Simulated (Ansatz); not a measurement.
# BaF2 (Frankdicksonite): the cost of one run

Method: DFT PBEsol, scalar-relativistic, plane waves, PAW, in Ansatz 0.2.0.

1 further run of the same task is left out (set aside as unsound or not needed).

## (1) The structure to begin with

The structure is cubic, space group Fm-3m (No. 225). Conventional cell: a = 6.246 Å, b = 6.246 Å, c = 6.246 Å, α = 90.00°, β = 90.00°, γ = 90.00°. Ba (site symmetry m-3m) is surrounded by 8 F at 2.70 Å. F (site symmetry -43m) has 4 Ba at 2.70 Å as nearest neighbours.

As a file:

```
CELL_PARAMETERS angstrom
0.00000 3.12300 3.12300
3.12300 0.00000 3.12300
3.12300 3.12300 0.00000
ATOMIC_POSITIONS crystal
Ba 0.00000 0.00000 0.00000
F 0.25000 0.25000 0.25000
F 0.75000 0.75000 0.75000
```

This cell was relaxed beforehand with the same method: volume 20.31 Å³/atom, gap on the mesh 6.75 eV.

## (2) Relaxing with PBEsol

Contents of input.yaml:

```yaml
crystal:
  lattice:
    - [0.0, 3.123000954, 3.123000954]
    - [3.123000954, 0.0, 3.123000954]
    - [3.123000954, 3.123000954, 0.0]
  atoms:
    - { symbol: Ba, position: [0.0, 0.0, 0.0] }
    - { symbol: F, position: [0.25, 0.25, 0.25] }
    - { symbol: F, position: [0.75, 0.75, 0.75] }
basis:
  ecutwfc: 420
kpoints:
  mp_grid: { grid: [6, 6, 6] }
hamiltonian:
  xc: pbesol
scf:
  occupations: { method: gaussian, width: 0.02 }
output:
  forces: true
  stress: true
  eigenvalues: true
relax:
  adjacent_minimum: "off"
  f_tol: 0.005
  max_steps: 50
  cell: { stress_tol: 0.05 }
```

Started as:

```bash
$ ansatz run input.yaml --threads 1 --pin off --max-ram 2560MiB --backend cpu --events-out ev --progress --plain --runs-dir out
```

What time and memory should one allow on 1 thread of Arm Neoverse V2, shared host?

About 9.3 s, with a peak of 0.31 GiB.
